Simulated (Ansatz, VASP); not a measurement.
Pd in VASP and in Ansatz

```xyz
1
Lattice="0.0000 1.9196 1.9196 1.9196 0.0000 1.9196 1.9196 1.9196 0.0000" Properties=species:S:1:pos:R:3 pbc="T T T"
Pd    0.0000    0.0000    0.0000
```

Alike in both runs: functional LDA; k mesh 18 × 18 × 18; occupations gaussian, width 0.1 eV; no spin polarisation.

Ansatz relaxed the structure, and its values are those at the end. VASP's run is a single point on that final structure, the one shown.

```csv
,VASP,Ansatz
version,VASP 6.6.1,Ansatz 0.2.0
potentials or method,"VASP PAW LDA potentials, release 64 (Pd)","scalar-relativistic, plane waves, PAW"
plane-wave cutoff (eV),520,420
valence electrons in the cell,10,18
```

|  | VASP | Ansatz | Ansatz less VASP |
| --- | --- | --- | --- |
| gap on the k mesh at the Fermi level (eV) | none | none | - |
| pressure (GPa) | 0.2 | 0.0 | -0.27 |

A gap of «none» marks a metal or a gap that the smearing closes. The two sets of potentials don't hold the same shells in valence.
